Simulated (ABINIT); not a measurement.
# HfN (F-43m) in ABINIT: single point with PBEsol

Aim: the single point of HfN with PBEsol.

Program: ABINIT 10.8.3 (patched build). These are calculated values, not measurements. Logs are shortened: lines on timing, memory, paths and dates and some standing lists are left out, and cuts for length are marked. The log counts tension as positive stress, the text compression.

**1. Starting point**

Symmetry: F-43m, No. 216, cubic system. The conventional cell has a = 4.910 Å, b = 4.910 Å, c = 4.910 Å, α = 90.00°, β = 90.00°, γ = 90.00°. Around Hf (site symmetry -43m) lie 4 N at 2.13 Å. N (site symmetry -43m) is surrounded by 4 Hf at 2.13 Å.

The cell comes from a database or a generator and needn't be the stable form of this composition.

**2. Single point, PBEsol**

File run.abi:

```
# Pseudopotentials
pp_dirpath "./"
pseudos "Hf.upf, N.upf"

# Structure
acell 3.4716425656 3.4716425656 3.4716425656 Angstrom
rprim
     0.0000000000     0.7071067812     0.7071067812
     0.7071067812     0.0000000000     0.7071067812
     0.7071067812     0.7071067812     0.0000000000
ntypat 2
znucl 72 7
natom 2
typat 1 2
xred
     0.0000000000     0.0000000000     0.0000000000
     0.2500000000     0.2500000000     0.2500000000

# Plane-wave basis
ecut 36.0

# k points
kptopt 1
ngkpt 7 7 7
nshiftk 1
shiftk 0.0 0.0 0.0

# Exchange and correlation
ixc -116133

# Bands and occupations
nband 13
occopt 3
tsmear 0.00183747

# SCF cycle
nstep 100
tolvrs 1.0e-10

# Output
iomode 3
prtwf 0
prteig 0
prtebands 0
enunit 2
prtden 1
prtvha 1
prtvclmb 1
prtpot 1
prtelf 1
```

Potentials or basis: PseudoDojo NC SR PBEsol v0.4.1 standard.

On the command line:

```sh
> abinit run.abi > log 2>&1
```

run.abo:

```text
.Version 10.8.3 of ABINIT
 Symmetries : space group F-4 3 m (#216); Bravais cF (face-center cubic)
================================================================================
 Values of the parameters that define the memory need of the present run
     intxc =       0    ionmov =       0      iscf =       7    lmnmax =       8
     lnmax =       8     mgfft =      36  mpssoang =       4    mqgrid =    3001
     natom =       2  nloc_mem =       1    nspden =       1   nspinor =       1
    nsppol =       1      nsym =      24    n1xccc =    2501    ntypat =       2
    occopt =       3   xclevel =       2
       mpw =        2082          nfft =       46656          nkpt =          20
================================================================================
================================================================================

--------------------------------------------------------------------------------
------------- Echo of variables that govern the present computation ------------
--------------------------------------------------------------------------------
 -outvars: echo values of preprocessed input variables --------
            acell      6.5604536560E+00  6.5604536560E+00  6.5604536560E+00 Bohr
              amu      1.78490000E+02  1.40067400E+01
             ecut      3.60000000E+01 Hartree
           enunit           2
              ixc     -116133
         kptrlatt        7    0    0      0    7    0      0    0    7
          kptrlen      4.59231756E+01
            natom           2
            nband          13
            ngfft          36      36      36
             nkpt          20
            nstep         100
             nsym          24
           ntypat           2
           occopt           3
        prtebands           0
           prteig           0
           prtelf           1
           prtpot           1
         prtvclmb           1
           prtvha           1
            prtwf           0
            rprim      0.0000000000E+00  7.0710678120E-01  7.0710678120E-01
                       7.0710678120E-01  0.0000000000E+00  7.0710678120E-01
                       7.0710678120E-01  7.0710678120E-01  0.0000000000E+00
          spgroup         216
           tolvrs      1.00000000E-10
           tsmear      1.83747000E-03 Hartree
            typat      1  2
           xangst      0.0000000000E+00  0.0000000000E+00  0.0000000000E+00
                       1.2274110000E+00  1.2274110000E+00  1.2274110000E+00
            xcart      0.0000000000E+00  0.0000000000E+00  0.0000000000E+00
                       2.3194706340E+00  2.3194706340E+00  2.3194706340E+00
             xred      0.0000000000E+00  0.0000000000E+00  0.0000000000E+00
                       2.5000000000E-01  2.5000000000E-01  2.5000000000E-01
            znucl       72.00000    7.00000

================================================================================

 chkinp: Checking input parameters for consistency.
[... 110 lines left out ...]

 ----iterations are completed or convergence reached----

 Mean square residual over all n,k,spin=   18.254E-07; max=  33.312E-05
 reduced coordinates (array xred) for    2 atoms
       0.000000000000      0.000000000000      0.000000000000
       0.250000000000      0.250000000000      0.250000000000
 rms dE/dt=  1.9040E-28; max dE/dt=  2.6926E-28; dE/dt below (all hartree)
    1       0.000000000000      0.000000000000     -0.000000000000
    2       0.000000000000      0.000000000000      0.000000000000

 cartesian coordinates (angstrom) at end:
    1      0.00000000000000     0.00000000000000     0.00000000000000
    2      1.22741100001916     1.22741100001916     1.22741100001916

 cartesian forces (hartree/bohr) at end:
    1      0.00000000000000     0.00000000000000    -0.00000000000000
    2     -0.00000000000000    -0.00000000000000     0.00000000000000
 frms,max,avg= 2.7786637E-29 4.3533293E-29   0.000E+00  0.000E+00  0.000E+00 h/b

 cartesian forces (eV/Angstrom) at end:
    1      0.00000000000000     0.00000000000000    -0.00000000000000
    2     -0.00000000000000    -0.00000000000000     0.00000000000000
 frms,max,avg= 1.4288463E-27 2.2385720E-27   0.000E+00  0.000E+00  0.000E+00 e/A
 length scales=  6.560453656028  6.560453656028  6.560453656028 bohr
              =  3.471642565600  3.471642565600  3.471642565600 angstroms
 Fermi (or HOMO) energy (hartree) =   0.36768   Average Vxc (hartree)=  -0.43258
 Eigenvalues (hartree) for nkpt=  20  k points:
 kpt#   1, nband= 13, wtk=  0.00292, kpt=  0.0000  0.0000  0.0000 (reduced coord)
  -1.92944   -0.77391   -0.77391   -0.77391   -0.22450    0.16557    0.16557    0.16557
   0.34033    0.44831    0.44831    0.60862    0.60862
      occupation numbers for kpt#   1
   2.00000    2.00000    2.00000    2.00000    2.00000    2.00000    2.00000    2.00000
   2.00000    0.00000    0.00000    0.00000    0.00000
 prteigrs : prtvol=0 or 1, do not print more k-points.

 Fermi (or HOMO) energy (eV) =  10.00495   Average Vxc (eV)= -11.77115
 Eigenvalues (   eV  ) for nkpt=  20  k points:
 kpt#   1, nband= 13, wtk=  0.00292, kpt=  0.0000  0.0000  0.0000 (reduced coord)
 -52.50272  -21.05912  -21.05912  -21.05912   -6.10885    4.50526    4.50526    4.50526
   9.26085   12.19920   12.19920   16.56153   16.56153
 prteigrs : prtvol=0 or 1, do not print more k-points.

--- !EnergyTerms
iteration_state     : {dtset: 1, }
comment             : Components of total free energy in Hartree
kinetic             :  2.14860845576921E+01
hartree             :  1.00344896237315E+01
xc                  : -1.71924738741847E+01
Ewald energy        : -4.69435781043048E+01
psp_core            :  2.32071981162121E+00
local_psp           : -3.81783443524873E+01
non_local_psp       :  1.64092877823908E+00
internal            : -6.68321735596929E+01
'-kT*entropy'       : -1.73459381255922E-04
total_energy        : -6.68323470190742E+01
total_energy_eV     : -1.81860080846146E+03
band_energy         : -7.49917573471597E+00
...

 Cartesian components of stress tensor (hartree/bohr^3)
  sigma(1 1)=  2.01857242E-04  sigma(3 2)=  0.00000000E+00
  sigma(2 2)=  2.01857242E-04  sigma(3 1)=  0.00000000E+00
  sigma(3 3)=  2.01857242E-04  sigma(2 1)=  0.00000000E+00

-Cartesian components of stress tensor (GPa)         [Pressure= -5.9388E+00 GPa]
- sigma(1 1)=  5.93884511E+00  sigma(3 2)=  0.00000000E+00
- sigma(2 2)=  5.93884511E+00  sigma(3 1)=  0.00000000E+00
- sigma(3 3)=  5.93884511E+00  sigma(2 1)=  0.00000000E+00

== END DATASET(S) ==============================================================
================================================================================

 -outvars: echo values of variables after computation  --------
            acell      6.5604536560E+00  6.5604536560E+00  6.5604536560E+00 Bohr
           etotal     -6.6832347019E+01
            fcart      1.4511097833E-29  1.4511097833E-29 -4.3533293498E-29
                      -1.4511097833E-29 -1.4511097833E-29  4.3533293498E-29
            rprim      0.0000000000E+00  7.0710678120E-01  7.0710678120E-01
                       7.0710678120E-01  0.0000000000E+00  7.0710678120E-01
                       7.0710678120E-01  7.0710678120E-01  0.0000000000E+00
           strten      2.0185724236E-04  2.0185724236E-04  2.0185724236E-04
                       0.0000000000E+00  0.0000000000E+00  0.0000000000E+00
           xangst      0.0000000000E+00  0.0000000000E+00  0.0000000000E+00
                       1.2274110000E+00  1.2274110000E+00  1.2274110000E+00
             xred      0.0000000000E+00  0.0000000000E+00  0.0000000000E+00
                       2.5000000000E-01  2.5000000000E-01  2.5000000000E-01
 Calculation completed.
```

Wall time 29 s (1 thread of Intel Xeon Platinum 8259CL at 2.50GHz (Skylake/Cascade Lake), shared host); peak memory 0.07 GiB.

What came out:

```
Free energy                                           : -1818.6008 eV
Pressure                                              : -5.9 GPa
Band gap on the k mesh                                : none (metal or under the smearing width)
Valence electrons inside the program's atomic spheres : Hf 8.42; N 5.22
```

Caveat: the cutoff is short for stress, so the pressure is rough. Spin-orbit coupling is left out, which matters for the levels of Hf.
